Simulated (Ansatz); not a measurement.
From a trial cell to the properties of CeO2, relaxed from a CdCl2-type start to space group Fm-3m (read at 0.02 Å)

**What was measured.** A measured cell of cubic CeO2 (space group Fm-3m) at 295 K, from the Crystallography Open Database (2015, doi:10.1021/acs.inorgchem.5b00395), has a = 5.410 Å and 13.19 Å³/atom.

From “Observation of Fast Low‐Temperature Oxygen Ion Conduction in CeO2/β"‐Al2O3 Heterostructure”, 2024, pmc:11425223, for a powder of CeO2: band gap 3.27 eV (direct).

From “Atomistic and experimental study on thermal conductivity of bulk and porous cerium dioxide”, 2019, pmc:6474893, for a bulk crystal of CeO2 at 300 K: bulk modulus 204 GPa.

The results are compared with them further down.

The computed numbers are results of PBE, scalar-relativistic (no spin polarisation) in the plane-wave PAW code Ansatz at 420 eV, 10×10×10 k-mesh, Gaussian smearing of 0.05 eV; PAW files: Ansatz's generated set soft_2.

The start was a prototype's sites filled with these elements; the Crystallography Open Database holds the compound in this structure.

The start, 20 % over the database's volume:

```
Ce O
1.0
     1.65665    0.95647    5.00868
    -1.65665    0.95647    5.00868
     0.00000   -1.91294    5.00868
Ce O
1 2
Direct
  0.00000 0.00000 0.00000
  0.25200 0.25200 0.25200
  0.74800 0.74800 0.74800
```

The steps in volume:

```
run  level    k-mesh                    kind  V (Å³/atom)  P (GPa)  E − E(final) (meV/atom)  gap on the mesh (eV)
  1    PBE  12×12×12  cell and atoms relaxed        13.60      0.0                      0.0                  1.90
  2    PBE  10×10×10  cell and atoms relaxed        13.60      0.0                      0.0                  1.92
```

The final structure (symmetry read at 0.01 Å). The structure is cubic, space group Fm-3m (No. 225). Conventional cell: a = 5.464 Å, b = 5.464 Å, c = 5.464 Å, α = 90.00°, β = 90.00°, γ = 90.00°. Around Ce (site symmetry m-3m) lie 8 O at 2.37 Å. Around O (site symmetry -43m) lie 4 Ce at 2.37 Å. (Shells end 15 % past the nearest neighbour.)

```tsv
atom	site	symmetry	x	y	z
Ce	4a	m-3m	0.0000	0.0000	0.0000
O	8c	-43m	0.7500	0.2500	0.7500
```

- At the final geometry the gap, band path included, is 1.89 eV.
- The equation of state gives B0 = 174 GPa and B0′ = 4.5.
- The elastic tensor is positive definite (smallest eigenvalue 49 GPa).
- Against the elements' standard states, run alike and uncorrected, the formation energy is -3.43 eV/atom.
- The runs in the table took roughly 3 core-minutes.

**What lies behind the numbers.**

Within 0.6 eV of the edges the projected states are 83 % O 2p at the top of the valence band and 96 % Ce 4f at the bottom of the conduction band. The gap runs from the anion's p states to empty Ce levels; semilocal functionals put empty 4f levels too low, so the gap to them is too small.

**Comparison.** The computed cell (5.464 Å, 13.60 Å³/atom) differs from the database's by +3.0 % in volume, about +1.0 % in length. PBE usually overestimates volumes by a few per cent. Against the measured direct gap of CeO2, 3.27 eV (direct; powder; “Observation of Fast Low‐Temperature Oxygen Ion Conduction in CeO2/β"‐Al2O3 Heterostructure”, 2024, pmc:11425223), the calculated 1.98 eV is off by -1.29 eV. Kohn–Sham gaps of semilocal functionals mostly fall below measured ones. Spin–orbit coupling is left out here. Temperature and excitons aren't in the calculation. Measured bulk modulus of CeO2: 204 GPa (300 K; quoted in “Atomistic and experimental study on thermal conductivity of bulk and porous cerium dioxide”, 2019, pmc:6474893). This calculation gives 174 GPa (-14.8 %). Bulk moduli follow the volume steeply: with B0′ near 4, a cell 1 % too large is about 4 % too soft, and one too small too stiff.

These numbers lack spin–orbit coupling.
